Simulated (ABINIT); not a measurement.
Crystal: Si.

```xyz
4
Lattice="3.8313 0.0000 0.0000 -1.9157 3.3180 0.0000 0.0000 0.0000 6.3326" Properties=species:S:1:pos:R:3 pbc="T T T"
Si    1.9157    1.1060    5.9336
Si    0.0000    2.2120    2.7673
Si    1.9157    1.1060    3.5653
Si    0.0000    2.2120    0.3990
```

This isn't the form of Si at room conditions, which is diamond.

Base run:

```yaml
Program: ABINIT 10.8.3 (patched build)
Functional: PBE
Potentials_or_basis: JTH PAW PBE v2.0
Cutoff: 408 eV
k_mesh: 8 × 8 × 4
Occupations: fermi-dirac, width 0.05 eV
Spin: no spin polarisation
```

Its results: band gap on the k mesh 0.43 eV, indirect (least direct gap 1.04 eV); pressure 1.3 GPa; largest force 0.008 eV/Å.

Question: After a change of settings the same cell gave: band gap on the k mesh 0.40 eV, indirect (least direct gap 1.01 eV); pressure 1.8 GPa; largest force 0.006 eV/Å. Which change was it?
A. functional from PBE to SCAN; cutoff from 408 eV to 490 eV; fine-grid cutoff from 816.342 eV to 979.61 eV
B. functional from PBE to r2SCAN; cutoff from 408 eV to 490 eV; fine-grid cutoff from 816.342 eV to 979.61 eV
C. functional from PBE to PBEsol; cutoff from 408 eV to 490 eV; fine-grid cutoff from 816.342 eV to 979.61 eV
D. potentials or basis from JTH PAW PBE v2.0 to SG15 NC PBE v1.2; cutoff from 408 eV to 490 eV

Answer: D.
